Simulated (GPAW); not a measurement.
# Si (R-3) in GPAW: single point with PBE

Aim: the single point of Si with PBE.

All numbers are computed with GPAW 26.7.0; they aren't measurements. Logs are shortened: lines on timing, memory, paths and dates and some standing lists are left out, and cuts for length are marked. The log counts tension as positive stress, the text compression.

## Step 1: The structure

Symmetry: R-3, No. 148, trigonal system. Conventional cell: a = 9.426 Å, b = 9.426 Å, c = 5.652 Å, α = 90.00°, β = 90.00°, γ = 120.00°. Around Si (site symmetry 1) lie 4 Si at 2.34 to 2.38 Å. Si (site symmetry 3) has 4 Si at 2.38 to 2.41 Å as nearest neighbours.

This isn't the form of Si at room conditions, which is diamond.

## Step 2: Single point, PBE

Contents of run.py:

```python
from ase import Atoms
from ase.dft.bandgap import bandgap
from ase.io import write
from ase.units import GPa
from gpaw import GPAW, PW

atoms = Atoms(['Si', 'Si', 'Si', 'Si', 'Si', 'Si', 'Si', 'Si'],
              cell=[[4.7132352766, 2.7211876557, 1.8839989006],
                    [-4.7132352766, 2.7211876557, 1.8839989006],
                    [0.0, -5.4423753114, 1.8839989006]],
              scaled_positions=[[0.5187605, 0.01710242, 0.71491061],
                                [0.28715485, 0.28715485, 0.28715485],
                                [0.71491061, 0.5187605, 0.01710242],
                                [0.4812395, 0.98289758, 0.28508939],
                                [0.28508939, 0.4812395, 0.98289758],
                                [0.71284515, 0.71284515, 0.71284515],
                                [0.98289758, 0.28508939, 0.4812395],
                                [0.01710242, 0.71491061, 0.5187605]],
              pbc=True)

calc = GPAW(mode=PW(600),
            xc='PBE',
            kpts={'size': (6, 6, 6), 'gamma': True},
            occupations={'name': 'methfessel-paxton', 'order': 0, 'width': 0.1},
            nbands=32,
            convergence={'density': 1e-05, 'energy': 1e-05},
            maxiter=150,
            txt='gpaw.txt')
atoms.calc = calc
energy = atoms.get_potential_energy()
forces = atoms.get_forces()
stress = atoms.get_stress()
calc.write('gs.gpw')
write('result.traj', atoms)
print(f'Energy: {energy:.6f} eV')
print('Forces (eV/A):')
print(forces.round(4))
print('Stress (GPa):', (stress / GPa).round(3))
print('Fermi level:', round(calc.get_fermi_level(), 4), 'eV')
print(f'Gap: {bandgap(calc)[0]:.4f} eV, direct: {bandgap(calc, direct=True)[0]:.4f} eV')
```

Potentials or basis: GPAW PAW data sets (gpaw-data 1.2.1), pw.

Run with:

```sh
> OMP_NUM_THREADS=1 python run.py
```

gpaw.txt:

```text
__  _  _
 | _ |_)|_||  |
 |__||  | ||/\| - 26.7.0

Input parameters:
  mode=PW(ecut=600.0),
  convergence={'density': 1e-05, 'energy': 1e-05},
  kpts=MonkhorstPack(size=(6, 6, 6), gamma=True),
  maxiter=150,
  nbands=32,
  occupations=Occupations(name='methfessel-paxton', order=0, width=0.1),
  xc=XC(name='PBE')

Diagonalizing LCAO Hamiltonian
Converting LCAO to pw mode

             Si  Si
                     Si   Si

        Si   Si
                 Si  Si

Atoms  # Å, Bohr magnetons
|   | symbol |         x |         y |        z |    initial magnetic moments |
|---|--------|-----------|-----------|----------|-----------------------------|
| 0 |     Si |  2.364433 | -2.432628 | 2.356456 | ( 0.0000,  0.0000,  0.0000) |
| 1 |     Si |  0.000000 | -0.000000 | 1.622998 | ( 0.0000,  0.0000,  0.0000) |
| 2 |     Si |  0.924502 |  3.263973 | 2.356456 | ( 0.0000,  0.0000,  0.0000) |
| 3 |     Si | -2.364433 |  2.432628 | 3.295541 | ( 0.0000,  0.0000,  0.0000) |
| 4 |     Si | -0.924502 | -3.263973 | 3.295541 | ( 0.0000,  0.0000,  0.0000) |
| 5 |     Si |  0.000000 |  0.000000 | 4.028998 | ( 0.0000,  0.0000,  0.0000) |
| 6 |     Si |  3.288934 |  0.831345 | 3.295541 | ( 0.0000,  0.0000,  0.0000) |
| 7 |     Si | -3.288934 | -0.831345 | 2.356456 | ( 0.0000,  0.0000,  0.0000) |

Unit cell  # Å
| periodic |         x |         y |        z |  lengths |     angles |
|----------|-----------|-----------|----------|----------|------------|
|      yes |  4.713235 |  2.721188 | 1.883999 | 5.759245 | 109.845369 |
|      yes | -4.713235 |  2.721188 | 1.883999 | 5.759245 | 109.845369 |
|      yes |  0.000000 | -5.442375 | 1.883999 | 5.759245 | 109.845369 |

Number of symmetries: 6
Symmetry operations  # r_c * U_cc + t_c -> r_c
|   | kind |            matrix            |
|---|------|------------------------------|
| 0 |  E   |  1, 0, 0,  0, 1, 0,  0, 0, 1 |
| 1 |  C3  |  0, 1, 0,  0, 0, 1,  1, 0, 0 |
| 2 |  C3  |  0, 0, 1,  1, 0, 0,  0, 1, 0 |
| 3 |  S6  |  0, 0,-1, -1, 0, 0,  0,-1, 0 |
| 4 |  S6  |  0,-1, 0,  0, 0,-1, -1, 0, 0 |
| 5 |  i   | -1, 0, 0,  0,-1, 0,  0, 0,-1 |

BZ-sampling:
  Number of BZ points: 216
  Number of IBZ points: 40

  Monkhorst-Pack size: [6, 6, 6]
  Monkhorst-Pack shift: [0.08333333333333333, 0.08333333333333333, 0.08333333333333333]

K-points  # in reciprocal-cell coordinates
|     |                                coordinates |     weight |
|-----|--------------------------------------------|------------|
|   0 | (  0.00000000,   0.00000000,   0.00000000) | 0.00462963 |
|   1 | (  0.16666667,   0.00000000,  -0.16666667) | 0.02777778 |
|   2 | (  0.16666667,   0.00000000,   0.00000000) | 0.02777778 |
|   3 | (  0.16666667,   0.16666667,  -0.16666667) | 0.02777778 |
|   4 | (  0.16666667,   0.16666667,   0.00000000) | 0.02777778 |
|   5 | (  0.16666667,   0.16666667,   0.16666667) | 0.00925926 |
|   6 | (  0.33333333,  -0.16666667,  -0.33333333) | 0.02777778 |
|   7 | (  0.33333333,  -0.16666667,  -0.16666667) | 0.02777778 |
|   8 | (  0.33333333,  -0.16666667,   0.00000000) | 0.02777778 |
|   9 | (  0.33333333,  -0.16666667,   0.16666667) | 0.02777778 |
| ... |                                            |            |
|  39 | (  0.50000000,   0.50000000,   0.50000000) | 0.00462963 |

Plane wave coefficients: 4864
Cutoff: 600.0 eV

Spin-components: 1 (collinear spins)
Bands:           32
Projectors:      40
Spin-degeneracy: 2
Datatype:        complex128

Parallelization:
  kpt:    1
  domain: 1
  band:   1

Density:
  Valence electrons: 32.0
  Components: 1
  Grid points: [35 35 35]
  Charge: 0.0  # |e|

Potential:
  Grid points: [35 35 35]

species:
  Si:
    name:    Silicon
    Z:       14.0
    valence: 4
    core:    10
    charge:  0.0  # [|e|]
    compensation charges:
      type: gauss
      rc: 0.33  # [Å]
      lmax: 2
    cutoffs:
      filter: 1.86  # [Å]
      core: 2.06  # [Å]
    projectors
    | kind |    occ | energy [eV] | rcut [Å] |
    |------|--------|-------------|----------|
    |   3s |  2.000 |     -10.812 |    1.058 |
    |   3p |  2.000 |      -4.081 |    1.058 |
    |    s |        |      16.399 |    1.058 |
    |    p |        |      23.130 |    1.058 |
    |    d |        |       0.000 |    1.058 |

    Using partial waves for Si as LCAO basis

Reference energy: -63090.754002  # eV

eigensolver:
  PPCG
  Converge bands: occupied
  niter=2

density mixing:
  MSR1-Mixer
  Pratt-step length: 0.05
  Maximum mixing coefficient: 0.75
  Old densities: 10
  SVD Regularization: 0.005
  Good broyden scale: 1.0
  Trust region scale: 1.0
  Backstep threshold: 4.0
  History deletion threshold: 6.0
  Fourier metric: weight=20.0, sigma=0.015

occupation numbers:
  Methfessel-Paxton:
    width: 0.1000  # eV
    order: 0

poisson solver:
  ecut: 4800.0  # eV

xc functional:
  name: PBE with 2 nearest neighbor stencil

convergence criteria:
- Maximum integral of absolute [dens]ity change: 1e-05 electrons / valence electron
- Maximum [total energy] change in last 3 cyles: 1e-05 eV / valence electron
- Maximum integral of absolute [eigenst]ate change: 4e-08 eV^2 / valence electron
maximum number of iterations: 150

SCF iterations
|iter     | |      energy | eigst |  dens |
|---------|-|-------------|-------|-------|
|iter:   1| |  -42.232249 | -0.12 |       |
|iter:   2| |  -42.174907 | -2.74 | -0.85 |
|iter:   3| |  -41.908081 | -2.08 | -0.88 |
|iter:   4| |  -41.909930 | -3.37 | -1.50 |
|iter:   5| |  -41.909042 | -4.26 | -2.11 |
|iter:   6| |  -41.909133 | -5.91 | -2.71 |
|iter:   7| |  -41.909154c| -6.95 | -3.19 |
|iter:   8| |  -41.909154c| -7.97c| -3.90 |
|iter:   9| |  -41.909155c| -7.49c| -4.32 |
|iter:  10| |  -41.909155c| -8.58c| -5.27c|

Converged in 10 steps
Energy contributions relative to reference atoms: (reference = -63090.754002)

Energy contributions:
  Kinetic:          52.843815
  Coulomb:         -44.774070
  Zero:             -0.105658
  External:          0.000000
  Xc:              -49.872841
  Entropy:          -0.000800
  Spinorbit:         0.000000
  ----------------------------
  Free energy:     -41.909554
  Extrapolated:    -41.909155

dipole moment: (-0.000000, -0.000000, -0.000031)  # |e|*Ang

Fermi level: 6.543
Eigenvalues  # (at kpt = [0.000, 0.000, 0.000])
| band index |      eig [eV] | occ [0-2] |
|------------|---------------|-----------|
|          0 |        -6.185 |     2.000 |
|        ... |               |           |
|          8 |         1.685 |     2.000 |
|          9 |         1.685 |     2.000 |
|         10 |         2.244 |     2.000 |
|         11 |         2.547 |     2.000 |
|         12 |         2.547 |     2.000 |
|         13 |         5.201 |     2.000 |
[... 8 lines left out ...]
|         22 |        11.423 |     0.000 |
|         23 |        11.423 |     0.000 |
|        ... |               |           |
|         31 |        14.310 |     0.000 |

No gap
No difference between direct/indirect transitions

Forces  # eV/Ang
|        x |        y |        z |
|----------|----------|----------|
| -0.00635 | -0.12586 |  0.10561 |  # Si   0
|  0.00000 | -0.00000 | -0.12050 |  # Si   1
|  0.11217 |  0.05743 |  0.10561 |  # Si   2
|  0.00635 |  0.12586 | -0.10561 |  # Si   3
| -0.11217 | -0.05743 | -0.10561 |  # Si   4
|  0.00000 |  0.00000 |  0.12050 |  # Si   5
|  0.10582 | -0.06843 | -0.10561 |  # Si   6
| -0.10582 |  0.06843 |  0.10561 |  # Si   7

Stress tensor  # eV/Ang^3
|         x |         y |         z |
|-----------|-----------|-----------|
| -0.007694 | -0.000000 | -0.000000 |
| -0.000000 | -0.007694 |  0.000000 |
| -0.000000 |  0.000000 | -0.009068 |

# Writing to gs.gpw (mode='')
```

It took 2.1 min on 1 thread of Arm Neoverse V2, shared host; peak memory 0.34 GiB.

What came out:

```
Free energy            : -41.9096 eV
Pressure               : 1.3 GPa
Largest force          : 0.164 eV/Å
Band gap on the k mesh : none (metal or under the smearing width)
```

Forces on the atoms (eV/Å):
```
Si  -0.006 -0.126  0.106
Si   0.000  0.000 -0.121
Si   0.112  0.057  0.106
Si   0.006  0.126 -0.106
Si  -0.112 -0.057 -0.106
Si   0.000  0.000  0.121
Si   0.106 -0.068 -0.106
Si  -0.106  0.068  0.106
```
